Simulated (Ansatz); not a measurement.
## Be: do energies and stresses tell the same story?

Theory: Ansatz, DFT PBE, scalar-relativistic, plane waves, PAW.

Settings: cutoff 420 eV, Γ-centred mesh 24×24×12 on the computed 2-atom cell, Gaussian smearing of 0.10 eV; no spin polarisation.

Relaxed cell: P6_3/mmc, a = 2.265 Å, b = 2.265 Å, c = 3.561 Å, α = 90.00°, β = 90.00°, γ = 120.00°, 2 atoms in the primitive cell.

Energies at zero smearing and pressures from the stress tensor, at volumes with shape and atoms relaxed:
| V (Å³/atom) | E − E(first) (meV/atom) | P (GPa) |
| --- | --- | --- |
| 7.436 | 0.00 | 8.40 |
| 7.673 | -9.04 | 3.92 |
| 7.911 | -11.88 | -0.01 |
| 8.148 | -9.26 | -3.46 |
| 8.385 | -1.85 | -6.49 |

Check P = −dE/dV between neighbouring volumes, and get the bulk modulus from the pressures alone.

With 1 eV/Å³ = 160.2 GPa:
```tsv
middle V (Å³/atom)	−ΔE/ΔV (GPa)	mean P (GPa)
7.555	6.105	6.157
7.792	1.913	1.955
8.029	-1.766	-1.733
8.266	-5.000	-4.973
```

The two differ by 0.05 GPa at most. The mean of two end pressures misses the average over a step by about ΔV² P″/12, up to 0.05 GPa here; with that taken off 0.01 GPa remains. Around V = 7.911 Å³/atom, the two neighbours give B = −V ΔP/ΔV = 7.911 × 7.38 / 0.475 = 123.0 GPa, against B0 = 122.5 GPa from the Birch–Murnaghan fit of the energies.